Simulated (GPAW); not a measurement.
AlCo3:

```
CELL_PARAMETERS angstrom
3.57495 0.00000 0.00000
0.00000 3.57495 0.00000
0.00000 0.00000 3.57495
ATOMIC_POSITIONS crystal
Co 0.00000 0.50000 0.50000
Co 0.50000 0.00000 0.50000
Co 0.50000 0.50000 0.00000
Al 0.00000 0.00000 0.00000
```

The cell comes from a database or a generator and needn't be the stable form of this composition.

| Property | Result |
| --- | --- |
| Program | GPAW 26.7.0 |
| Task | relaxation of cell and atoms |
| Functional | PBEsol |
| Dispersion | D4 |
| Potentials or basis | PAW data sets generated in the run's folder for this functional |
| Cutoff | 600 eV |
| Basis | pw |
| k mesh | 6 × 6 × 6 |
| Occupations | fermi-dirac, width 0.05 eV |
| Spin | collinear spin, ferromagnetic start |
| Starting moments | [2.0, 2.0, 2.0, 0.0] μB |

At the start: pressure -10.3 GPa; volume 11.42 Å³/atom.

Task: How do energy, volume and symmetry change on relaxing?

Result: Over 4 steps the energy falls by 15.9 meV/atom and the volume is 10.84 Å³/atom (-5.1 %); space group Pm-3m (No. 221, to 0.05 Å); moment 3.69 μB per cell.

The path:
| step | energy change (eV) | largest force (eV/Å) | pressure (GPa) | volume (Å³) |
| --- | --- | --- | --- | --- |
| 1 | 0.0000 | 0.0000 | -10.30 | 45.69 |
| 2 | -0.0187 | 0.0000 | -8.93 | 45.33 |
| 3 | -0.0615 | 0.0000 | 0.79 | 43.18 |
| 4 | -0.0634 | 0.0000 | -0.02 | 43.34 |

Final structure:
```
Co Al
1.0
     3.51266    0.00000    0.00000
     0.00000    3.51266    0.00000
     0.00000    0.00000    3.51266
Co Al
3 1
Direct
  0.00000 0.50000 0.50000
  0.50000 0.00000 0.50000
  0.50000 0.50000 0.00000
  0.00000 0.00000 0.00000
```

Caveat: each step starts from the last one's moments, so a moment once lost doesn't come back; later steps reuse the first step's grids; pairwise dispersion overbinds metals, which lowers pressure and volume.
